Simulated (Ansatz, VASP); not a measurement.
## One calculation of GaN, two programs

```
Ga N
1.0
     0.00000    2.20750    2.20750
     2.20750    0.00000    2.20750
     2.20750    2.20750    0.00000
Ga N
1 1
Cartesian
  0.0000 0.0000 0.0000
  1.1037 1.1037 1.1037
```

Change from the starting cell: volume scaled by 0.94.

Alike in both runs: task single point; functional PBEsol; k mesh 10 × 10 × 10; occupations fermi-dirac, width 0.05 eV; no spin polarisation.

```csv
,VASP,Ansatz
version,VASP 6.6.1,Ansatz 0.2.0
potentials or method,"VASP PAW PBE potentials, release 64 (Ga_d, N), cutoff 520 eV","all-electron LAPW, scalar-relativistic"
```

Ansatz gave:

| Property | Result |
| --- | --- |
| gap on the k mesh at the Fermi level (eV) | 2.07 |
| least direct gap on the mesh (eV) | 2.07 |
| pressure (GPa) | 11.9 |

Which values does VASP return?

gap on the k mesh at the Fermi level (eV): 2.08; least direct gap on the mesh (eV): 2.08; pressure (GPa): 11.6.

Ansatz ran all-electron here, so the differences hold the error of VASP's frozen core and of both bases.

Caveats: the PAW data sets were made with another functional, which shifts forces and pressure a little (VASP).
